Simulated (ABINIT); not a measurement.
# Ag (Im-3m) in ABINIT: reference runs

How does Ag come out in PBE? The cell is run as given and disturbed.

Program: ABINIT 10.8.3 (patched build). These are calculated values, not measurements. Logs are shortened: lines on timing, memory, paths and dates and some standing lists are left out, and cuts for length are marked. The log counts tension as positive stress, the text compression.

## Step 1: The structure

Symmetry: Im-3m, No. 229, cubic system. Conventional cell: a = 3.311 Å, b = 3.311 Å, c = 3.311 Å, α = 90.00°, β = 90.00°, γ = 90.00°. Around Ag (site symmetry m-3m) lie 8 Ag at 2.87 Å.

This isn't the form of Ag at room conditions, which is fcc.

## Step 2: Single point, PBE

run.abi reads:

```
# Pseudopotentials
pp_dirpath "./"
pseudos "Ag.GGA_PBE-JTH.xml"

# Structure
structure "poscar:POSCAR"
natom 1

# Plane-wave basis
ecut 17.0
pawecutdg 34.0

# k points
kptopt 1
ngkpt 11 11 11
nshiftk 1
shiftk 0.0 0.0 0.0

# Exchange and correlation
ixc 11

# Bands and occupations
nband 10
occopt 3
tsmear 0.00183747

# SCF cycle
nstep 100
tolvrs 1.0e-9

# Output
iomode 3
prtwf 0
prtden 0
prteig 0
prtebands 0
enunit 1
```

POSCAR reads:

```
Ag
1.0
   -1.6556540000      1.6556540000      1.6556540000
    1.6556540000     -1.6556540000      1.6556540000
    1.6556540000      1.6556540000     -1.6556540000
Ag
1
Direct
    0.0000000000      0.0000000000      0.0000000000  Ag
```

Potentials or basis: JTH PAW PBE v2.0.

Started as:

```console
$ abinit run.abi > log 2>&1
```

run.abo:

```text
.Version 10.8.3 of ABINIT
 Symmetries : space group Im -3 m (#229); Bravais cI (body-center cubic)
================================================================================
 Values of the parameters that define the memory need of the present run
     intxc =       0    ionmov =       0      iscf =      17    lmnmax =      18
     lnmax =       6     mgfft =      24  mpssoang =       3    mqgrid =    3001
     natom =       1  nloc_mem =       2    nspden =       1   nspinor =       1
    nsppol =       1      nsym =      48    n1xccc =       1    ntypat =       1
    occopt =       3   xclevel =       2
       mpw =         420          nfft =       13824          nkpt =          56
 PAW method is used; the additional fine FFT grid is defined by:
   mgfftf=        30    nfftf =     27000
================================================================================
================================================================================

--------------------------------------------------------------------------------
------------- Echo of variables that govern the present computation ------------
--------------------------------------------------------------------------------
 -outvars: echo values of preprocessed input variables --------
            acell      1.0000000000E+00  1.0000000000E+00  1.0000000000E+00 Bohr
              amu      1.07868200E+02
             ecut      1.70000000E+01 Hartree
           enunit           1
                       outvar_i_n : Printing only first  50 k-points.
              ixc          11
                       outvar_i_n : Printing only first  50 k-points.
         kptrlatt       11    0    0      0   11    0      0    0   11
          kptrlen      5.96103625E+01
            natom           1
            nband          10
            ngfft          24      24      24
          ngfftdg          30      30      30
             nkpt          56
            nstep         100
             nsym          48
           ntypat           1
                       prtocc : prtvol=0, do not print more k-points.
           occopt           3
        pawecutdg      3.40000000E+01 Hartree
         pawxcdev           0
           prtden           0
        prtebands           0
           prteig           0
            prtwf           0
            rprim     -3.1287326193E+00  3.1287326193E+00  3.1287326193E+00
                       3.1287326193E+00 -3.1287326193E+00  3.1287326193E+00
                       3.1287326193E+00  3.1287326193E+00 -3.1287326193E+00
          spgroup         229
           tolvrs      1.00000000E-09
           tsmear      1.83747000E-03 Hartree
            typat      1
           useylm           1
                       outvars : Printing only first  50 k-points.
            znucl       47.00000

================================================================================

 chkinp: Checking input parameters for consistency.

================================================================================
== DATASET  1 ==================================================================

--- !DatasetInfo
iteration_state: {dtset: 1, }
dimensions: {natom: 1, nkpt: 56, mband: 10, nsppol: 1, nspinor: 1, nspden: 1, mpw: 420, }
cutoff_energies: {ecut:  17.0, pawecutdg:  34.0, }
electrons: {nelect:   1.10000000E+01, charge:   0.00000000E+00, occopt:   3.00000000E+00, tsmear:   1.83747000E-03, }
meta: {optdriver: 0, ionmov: 0, optcell: 0, iscf: 17, paral_kgb: 0, }
...

 Exchange-correlation functional for the present dataset will be:
  GGA: Perdew-Burke-Ernzerhof functional - ixc=11
  J.P.Perdew, K.Burke, M.Ernzerhof, PRL 77, 3865 (1996)

 Real(R)+Recip(G) space primitive vectors, cartesian coordinates (Bohr,Bohr^-1):
 R(1)= -3.1287326  3.1287326  3.1287326  G(1)=  0.0000000  0.1598091  0.1598091
 R(2)=  3.1287326 -3.1287326  3.1287326  G(2)=  0.1598091  0.0000000  0.1598091
 R(3)=  3.1287326  3.1287326 -3.1287326  G(3)=  0.1598091  0.1598091  0.0000000
 Unit cell volume ucvol=  1.2250825E+02 bohr^3
 Angles (23,13,12)=  1.09471221E+02  1.09471221E+02  1.09471221E+02 degrees

 Coarse grid specifications (used for wave-functions):

 getcut: wavevector=  0.0000  0.0000  0.0000  ngfft=  24  24  24
         ecut(hartree)=     17.000   => boxcut(ratio)=   2.38612

 getcut : COMMENT -
  Note that boxcut > 2.2 ; recall that boxcut=Gcut(box)/Gcut(sphere) = 2
  is sufficient for exact treatment of convolution.
  Such a large boxcut is a waste : you could raise ecut
  e.g. ecut=   24.197700 Hartrees makes boxcut=2

 Fine grid specifications (used for densities):

 getcut: wavevector=  0.0000  0.0000  0.0000  ngfft=  30  30  30
         ecut(hartree)=     34.000   => boxcut(ratio)=   2.10905

--- Pseudopotential description ------------------------------------------------
- pspini: atom type   1  psp file is ./Ag.GGA_PBE-JTH.xml
 Pseudopotential format is: paw10
 basis_size (lnmax)=  6 (lmn_size= 18), orbitals=   0   0   1   1   2   2
 Spheres core radius: rc_sph= 2.51516130
 Shapefunction is BESSEL type: shapef(r,l)=aa(1,l)*jl(q(1,l)*r)+aa(2,l)*jl(q(2,l)*r)
 Radius for shape functions =  2.20290272
 Compensation charge density is not taken into account in XC energy/potential

   4.44827459E+02                                ecore*ucvol(ha*bohr**3)
--------------------------------------------------------------------------------

[... 7 lines left out ...]

     iter   Etot(hartree)      deltaE(h)  residm     nres2
 ETOT  1  -38.179725571568    -3.818E+01 5.789E-01 3.423E+00
 ETOT  2  -38.223631659276    -4.391E-02 8.662E-03 8.503E-01
 ETOT  3  -38.219872610924     3.759E-03 7.039E-04 1.623E-02
 ETOT  4  -38.219842149951     3.046E-05 2.213E-04 3.143E-03
 ETOT  5  -38.219828426267     1.372E-05 5.384E-05 2.070E-04
 ETOT  6  -38.219827709671     7.166E-07 2.884E-05 3.270E-07
 ETOT  7  -38.219827710590    -9.194E-10 6.453E-06 1.321E-07
 ETOT  8  -38.219827710275     3.148E-10 1.018E-05 1.720E-09
 ETOT  9  -38.219827710287    -1.191E-11 2.239E-06 2.269E-09
 ETOT 10  -38.219827710279     8.086E-12 4.312E-06 9.933E-13

 At SCF step   10       nres2   =  9.93E-13 < tolvrs=  1.00E-09 =>converged.

 Cartesian components of stress tensor (hartree/bohr^3)
  sigma(1 1)=  2.60600546E-05  sigma(3 2)=  0.00000000E+00
  sigma(2 2)=  2.60600546E-05  sigma(3 1)=  0.00000000E+00
  sigma(3 3)=  2.60600546E-05  sigma(2 1)=  0.00000000E+00

--- !ResultsGS
iteration_state: {dtset: 1, }
comment   : Summary of ground state results
lattice_vectors:
- [ -3.1287326,   3.1287326,   3.1287326, ]
- [  3.1287326,  -3.1287326,   3.1287326, ]
- [  3.1287326,   3.1287326,  -3.1287326, ]
lattice_lengths: [   5.41912,    5.41912,    5.41912, ]
lattice_angles: [109.471, 109.471, 109.471, ] # degrees, (23, 13, 12)
lattice_volume:   1.2250825E+02
convergence: {deltae:  8.086E-12, res2:  9.933E-13, residm:  4.312E-06, diffor: null, }
etotal    :  -3.82198277E+01
entropy   :   0.00000000E+00
fermie    :   1.20657162E-01
cartesian_stress_tensor: # hartree/bohr^3
- [  2.60600546E-05,   0.00000000E+00,   0.00000000E+00, ]
- [  0.00000000E+00,   2.60600546E-05,   0.00000000E+00, ]
- [  0.00000000E+00,   0.00000000E+00,   2.60600546E-05, ]
pressure_GPa:  -7.6671E-01
xred      :
- [  0.0000E+00,   0.0000E+00,   0.0000E+00, Ag]
cartesian_forces: # hartree/bohr
- [ -0.00000000E+00,  -0.00000000E+00,  -0.00000000E+00, ]
force_length_stats: {min:   0.00000000E+00, max:   0.00000000E+00, mean:   0.00000000E+00, }
...

 Integrated electronic density in atomic spheres:
 ------------------------------------------------
 Atom  Sphere_radius  Integrated_density
    1        2.51516          9.75846169

================================================================================

 ----iterations are completed or convergence reached----

 Mean square residual over all n,k,spin=   12.057E-09; max=  43.123E-07
 reduced coordinates (array xred) for    1 atoms
       0.000000000000      0.000000000000      0.000000000000
 rms dE/dt=  0.0000E+00; max dE/dt=  0.0000E+00; dE/dt below (all hartree)
    1       0.000000000000      0.000000000000      0.000000000000

 cartesian coordinates (angstrom) at end:
    1      0.00000000000000     0.00000000000000     0.00000000000000

 cartesian forces (hartree/bohr) at end:
    1     -0.00000000000000    -0.00000000000000    -0.00000000000000
 frms,max,avg= 0.0000000E+00 0.0000000E+00   0.000E+00  0.000E+00  0.000E+00 h/b

 cartesian forces (eV/Angstrom) at end:
    1     -0.00000000000000    -0.00000000000000    -0.00000000000000
 frms,max,avg= 0.0000000E+00 0.0000000E+00   0.000E+00  0.000E+00  0.000E+00 e/A
 length scales=  1.000000000000  1.000000000000  1.000000000000 bohr
              =  0.529177210544  0.529177210544  0.529177210544 angstroms
 Fermi (or HOMO) energy (eV) =   3.28325   Average Vxc (eV)= -11.93750
 Eigenvalues (   eV  ) for nkpt=  56  k points:
 kpt#   1, nband= 10, wtk=  0.00075, kpt=  0.0000  0.0000  0.0000 (reduced coord)
  -4.02598   -1.39931   -1.39931   -1.39931   -0.19739   -0.19739   21.67130   21.67130
  21.67130   26.49090
 prteigrs : prtvol=0 or 1, do not print more k-points.

--- !EnergyTerms
iteration_state     : {dtset: 1, }
comment             : Components of total free energy in Hartree
kinetic             :  1.00910307467709E+01
hartree             :  6.41798738907903E+00
xc                  : -1.22453739799371E+01
Ewald energy        : -3.51857525855195E+01
psp_core            :  3.63099998020869E+00
local_psp           : -1.63360869568348E+01
PAW spherical_terms :  5.40749215347515E+00
internal            : -3.82197032527576E+01
'-kT*entropy'       : -1.24267523142449E-04
total_energy        : -3.82198275202807E+01
total_energy_eV     : -1.04001448890913E+03
...

--- !EnergyTermsDC
iteration_state     : {dtset: 1, }
comment             : '"Double-counting" decomposition of free energy'
band_energy         : -3.44202238554720E-01
Ewald energy        : -3.51857525855195E+01
psp_core            :  3.63099998020869E+00
xc_dc               : -1.48038399450211E+01
PAW spherical_terms :  8.48309134613062E+00
internal            : -3.82197034427560E+01
'-kT*entropy'       : -1.24267523142449E-04
total_energy_dc     : -3.82198277102791E+01
total_energy_dc_eV  : -1.04001449407925E+03
...

--- !EnergyTermsWithPAWCore
iteration_state     : {dtset: 1, }
comment             : 'Components of total free energy, including PAW core contributions'
Total energy        : -5.31613318058054E+03
Total energy DC     : -5.31613318077054E+03
Total energy (eV)   : -1.44659353311853E+05
Total energy DC (eV): -1.44659353317023E+05
...

 Cartesian components of stress tensor (hartree/bohr^3)
  sigma(1 1)=  2.60600546E-05  sigma(3 2)=  0.00000000E+00
  sigma(2 2)=  2.60600546E-05  sigma(3 1)=  0.00000000E+00
  sigma(3 3)=  2.60600546E-05  sigma(2 1)=  0.00000000E+00

-Cartesian components of stress tensor (GPa)         [Pressure= -7.6671E-01 GPa]
- sigma(1 1)=  7.66713278E-01  sigma(3 2)=  0.00000000E+00
- sigma(2 2)=  7.66713278E-01  sigma(3 1)=  0.00000000E+00
- sigma(3 3)=  7.66713278E-01  sigma(2 1)=  0.00000000E+00

== END DATASET(S) ==============================================================
================================================================================

 -outvars: echo values of variables after computation  --------
            acell      1.0000000000E+00  1.0000000000E+00  1.0000000000E+00 Bohr
           etotal     -3.8219827710E+01
            fcart     -0.0000000000E+00 -0.0000000000E+00 -0.0000000000E+00
            rprim     -3.1287326193E+00  3.1287326193E+00  3.1287326193E+00
                       3.1287326193E+00 -3.1287326193E+00  3.1287326193E+00
                       3.1287326193E+00  3.1287326193E+00 -3.1287326193E+00
           strten      2.6060054636E-05  2.6060054636E-05  2.6060054636E-05
                       0.0000000000E+00  0.0000000000E+00  0.0000000000E+00
 Calculation completed.
```

It took 6.6 s on 1 thread of Intel Xeon Platinum 8488C (Sapphire Rapids), shared host; peak memory 0.1 GiB.

Results:

```yaml
Free_energy: -1040.0145 eV
Pressure: -0.8 GPa
Band_gap_on_the_k_mesh: none (metal or under the smearing width)
Valence_electrons_inside_the_program's_atomic_spheres: Ag 9.76 (radii [1.331] Å)
```

Levels at points of the mesh, in eV from the Fermi level:
```tsv
k point	band 3	band 4	band 5	band 6	band 7	band 8	band 9	band 10
(0.00, 0.00, 0.00)	-4.68	-4.68	-3.48	-3.48	18.39	18.39	18.39	23.21
```

## Step 3: Single point, PBE

run.py reads:

```python
import json, os
import numpy as np
from ase.units import GPa
from ase.calculators.abinit import Abinit, AbinitProfile
from ase.io import read

atoms = read('Ag.cif')

profile = AbinitProfile(command='abinit', pp_paths=[os.path.abspath('pseudos')])
params = dict(
    pps='pawxml', xc='PBE',
    ecut=462.5936,
    pawecutdg=925.1871,
    kptopt=1,
    ngkpt=[11, 11, 11],
    nshiftk=1,
    shiftk=[0.0, 0.0, 0.0],
    ixc=11,
    nband=10,
    occopt=3,
    tsmear=0.05,
    nstep=100,
    tolvrs=1e-09,
    prtwf=0,
    prtden=0,
)

atoms.calc = Abinit(profile=profile, directory='run', **params)
energy = atoms.get_potential_energy()
forces = atoms.get_forces()
stress = atoms.get_stress()
print(f'energy {energy:.6f} eV')
print('forces (eV/A)')
print(np.round(forces, 5))
print('stress (GPa, Voigt, tension positive)', np.round(stress / GPa, 4))
json.dump(dict(energy=energy, forces=forces.tolist(), stress=stress.tolist(), cell=atoms.cell.tolist(), frac=atoms.get_scaled_positions(wrap=False).tolist()), open('results.json', 'w'))
```

Ag.cif reads:

```cif
data_Ag
_cell_length_a 2.86767685
_cell_length_b 2.86767685
_cell_length_c 2.86767685
_cell_angle_alpha 109.47122063
_cell_angle_beta 109.47122063
_cell_angle_gamma 109.47122063
_space_group_name_H-M_alt 'P1'
_space_group_name_Hall 'P 1'
_space_group_IT_number 1
loop_
_space_group_symop_operation_xyz
'x,y,z'
loop_
_atom_site_label
_atom_site_type_symbol
_atom_site_symmetry_multiplicity
_atom_site_Wyckoff_symbol
_atom_site_fract_x
_atom_site_fract_y
_atom_site_fract_z
_atom_site_occupancy
Ag1 Ag 1 a 0.0000000000 0.0000000000 0.0000000000 1
```

Potentials or basis: JTH PAW PBE v2.0.

Started as:

```console
$ python run.py
```

Wall time 7 s (1 thread of Intel Xeon Platinum 8488C (Sapphire Rapids), shared host); peak memory 0.09 GiB.

The run converged. Its results:

| Item | Value |
| --- | --- |
| Free energy | -1040.0145 eV |
| Pressure | -0.8 GPa |
| Band gap on the k mesh | none (metal or under the smearing width) |
| Valence electrons inside the program's atomic spheres | Ag 9.76 (radii [1.331] Å) |

Levels at points of the mesh, in eV from the Fermi level:
| k point | band 3 | band 4 | band 5 | band 6 | band 7 | band 8 | band 9 | band 10 |
| --- | --- | --- | --- | --- | --- | --- | --- | --- |
| (0.00, 0.00, 0.00) | -4.68 | -4.68 | -3.48 | -3.48 | 18.39 | 18.39 | 18.39 | 23.21 |

## Step 4: Single point, PBE (cell strained at random at fixed volume)

run.abi: that of step 2 with these lines changed.

```diff
@@ -5,4 +5,16 @@
 # Structure
-structure "poscar:POSCAR"
+acell 5.5156134718 5.363525404 5.3737616404
+rprim
+    -0.5712871789     0.5857581643     0.5749072379
+     0.5795267727    -0.5857386872     0.5666206051
+     0.5801445757     0.5784000005    -0.5734855803
+ntypat 1
+znucl 47
 natom 1
+typat 1
+xred
+     0.0003600000    -0.0166410000    -0.0026680000
+chkprim 0
+chksymtnons 0
+tolsym 1.0e-6
 
@@ -24,3 +36,3 @@
 occopt 3
-tsmear 0.00183747
+tsmear 0.05 eV
 
@@ -36,2 +48 @@
 prtebands 0
-enunit 1
```

Started as:

```console
$ abinit run.abi > log 2>&1
```

It took 39 s on 1 thread of Intel Xeon Platinum 8488C (Sapphire Rapids), shared host; peak memory 0.2 GiB.

The run converged. Its results:

```
Free energy                                           : -1040.0116 eV
Pressure                                              : -0.7 GPa
Band gap on the k mesh                                : none (metal or under the smearing width)
Valence electrons inside the program's atomic spheres : Ag 9.76 (radii [1.331] Å)
```

Stress tensor (GPa, compression positive):
```
-0.74  0.53  0.65
 0.53 -0.49 -1.56
 0.65 -1.56 -0.88
```

Levels at points of the mesh, in eV from the Fermi level:
```csv
k point,band 4,band 5,band 6,band 7,band 8,band 9
"(0.00, 0.00, 0.00)",-4.56,-3.55,-3.46,17.96,18.34,18.73
```
